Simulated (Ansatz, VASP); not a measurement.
**K in VASP and in Ansatz**

Contents of INCAR:

```
SYSTEM = K
PREC = Accurate ; ENCUT = 520
EDIFF = 1E-7 ; ISMEAR = -1
SIGMA = 0.1 ; LREAL = .FALSE.
LASPH = .TRUE. ; NELM = 100
ALGO = Normal ; ISIF = 2
LWAVE = .FALSE. ; LCHARG = .FALSE.
GGA = PS ; NBANDS = 10
```

The input KPOINTS:

```
Automatic mesh
0
G
  11 11 11
  0 0 0
```

File POSCAR:

```
K
1.0
    0.0000000000      2.4252314938      2.4252314938
    2.4252314938      0.0000000000      2.4252314938
    2.4252314938      2.4252314938      0.0000000000
K
1
Direct
    0.0000000000      0.0000000000      0.0000000000
```

Input for Ansatz:

```yaml
crystal:
  lattice:
    - [0.0, 2.4252314938, 2.4252314938]
    - [2.4252314938, 0.0, 2.4252314938]
    - [2.4252314938, 2.4252314938, 0.0]
  atoms:
    - { symbol: K, position: [0.0, 0.0, 0.0] }
kpoints:
  mp_grid: { grid: [11, 11, 11] }
scf:
  occupations: { method: fermi_dirac, width: 0.1 }
hamiltonian:
  xc: pbesol
  pseudopotentials: { kind: all_electron, datasets: crystal }
output:
  forces: true
  stress: true
  eigenvalues: true
```

Change from the starting cell: volume scaled by 0.4, crystal datasets.

Alike in both runs: task single point; functional PBEsol; k mesh 11 × 11 × 11; occupations fermi-dirac, width 0.1 eV; no spin polarisation.

|  | VASP | Ansatz |
| --- | --- | --- |
| version | VASP 6.6.1 | Ansatz 0.2.0 |
| potentials or method | VASP PAW PBE potentials, release 64 (K_sv) | all-electron PAW with datasets made for the crystal, scalar-relativistic |
| plane-wave cutoff (eV) | 520 | see its input |

```csv
,VASP,Ansatz,Ansatz less VASP
pressure (GPa),16.3,16.3,-0.04
```

Ansatz ran all-electron here, so the differences hold the error of VASP's frozen core and of both bases.

Caveats: so large a pressure means that the cell lies far from this level's equilibrium, or that cutoff or potentials fall short (VASP); the potentials were made for another functional, which shifts forces and pressure (VASP).
